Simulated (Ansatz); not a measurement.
System: zinc-blende ZnTe. Method: LC-ωPBE (Ansatz, a quantum-chemistry and plane-wave program, plane waves, PAW).

Settings: plane-wave cutoff 460 eV, 8×8×8 k mesh, Fermi–Dirac smearing 0.01 eV, scalar-relativistic PAW data made under PBE.

Computed points:

| V (Å³/atom) | E − E_lowest (meV/atom) | P (GPa) |
|---|---|---|
| 25.874 | 16.86 | 3.82 |
| 26.555 | 4.70 | 1.94 |
| 27.236 | 0.00 | 0.30 |
| 28.039 | 2.80 | -1.37 |
| 28.597 | 9.38 | -2.39 |

**Question.** Estimate the bulk modulus and its pressure derivative from these points.

**Answer.** V0 = 27.372 Å³/atom, B0 = 60.0 GPa, B′ = 4.4 (fit to the energies at full precision).

Measured, for comparison: bulk modulus 51 ± 3 GPa (room temperature, no zero-point or thermal correction; as tabulated in Determination of phase transition pressures of ZnTe under quasihydrostatic …); equilibrium volume per atom 28.42 Å³/atom (room temperature, no zero-point or thermal correction; as tabulated in Albrecht et al. (1997), arXiv:cond-mat/9706128). Computed (rounded) less measured: bulk modulus +18 %, equilibrium volume per atom -3.7 %.

Spin–orbit coupling is not included.

Static lattice: no zero-point or thermal effects.

Computing time: around 23 core-minutes (rough).
